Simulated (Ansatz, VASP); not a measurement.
HfC in VASP and in Ansatz

File INCAR:

```
ALGO = Normal ; EDIFF = 1E-6
ENCUT = 520 ; GGA = PS
ISIF = 2 ; ISMEAR = -1
LASPH = True ; LCHARG = False
LREAL = False ; LWAVE = False
NBANDS = 14 ; NELM = 80
PREC = Accurate ; SIGMA = 0.1
```

File KPOINTS:

```
k-points
0
Gamma
  18 18 18
```

Contents of POSCAR:

```
HfC
1.0
    0.0000000000      2.3036295407      2.3036295407
    2.3036295407      0.0000000000      2.3036295407
    2.3036295407      2.3036295407      0.0000000000
Hf C
1 1
Direct
    0.5000000000      0.5000000000      0.5000000000
    0.0000000000      0.0000000000      0.0000000000
```

Input for Ansatz:

```yaml
crystal:
  lattice:
    - [0.0, 2.30362954066, 2.30362954066]
    - [2.30362954066, 0.0, 2.30362954066]
    - [2.30362954066, 2.30362954066, 0.0]
  atoms:
    - { symbol: Hf, position: [0.5, 0.5, 0.5] }
    - { symbol: C, position: [0.0, 0.0, 0.0] }
kpoints:
  mp_grid: { grid: [18, 18, 18] }
scf:
  occupations: { method: fermi_dirac, width: 0.1 }
hamiltonian:
  xc: pbesol
  pseudopotentials: { kind: paw }
output:
  forces: true
  stress: true
  eigenvalues: true
  eigenstates:
    nscf_kmesh: { grid: [20, 20, 20] }
    de_dk: true
    e_range: [-14, 14]
  optics:
    e_range: [0, 25]
    de: 0.2
    sigma: 0.1
    bands: { spectra_wanted_up_to: 25 }
    nscf_kmesh: { grid: [20, 20, 20] }
    drude_damping: 0.2
checkpoint:
  write: ck
  write_wavefunctions: false
```

Alike in both runs: task single point; functional PBEsol; k mesh 18 × 18 × 18; occupations fermi-dirac, width 0.1 eV; no spin polarisation.

|  | VASP | Ansatz |
| --- | --- | --- |
| version | VASP 6.6.1 | Ansatz 0.2.0 |
| potentials or method | VASP PAW PBE potentials, release 64 (Hf_pv, C) | PAW with Ansatz's default frozen-core files, scalar-relativistic |
| plane-wave cutoff (eV) | 520 | 420 |
| valence electrons in the cell | 14 | 30 |

|  | VASP | Ansatz | Ansatz less VASP |
| --- | --- | --- | --- |
| pressure (GPa) | -0.4 | 0.0 | +0.33 |

The two sets of potentials don't hold the same shells in valence. Ansatz warned: «optics_on_partly_filled_bands».

Caveats: the PAW data sets were made with another functional, which shifts forces and pressure a little (VASP). Spin-orbit coupling is left out, which matters for the levels of Hf.
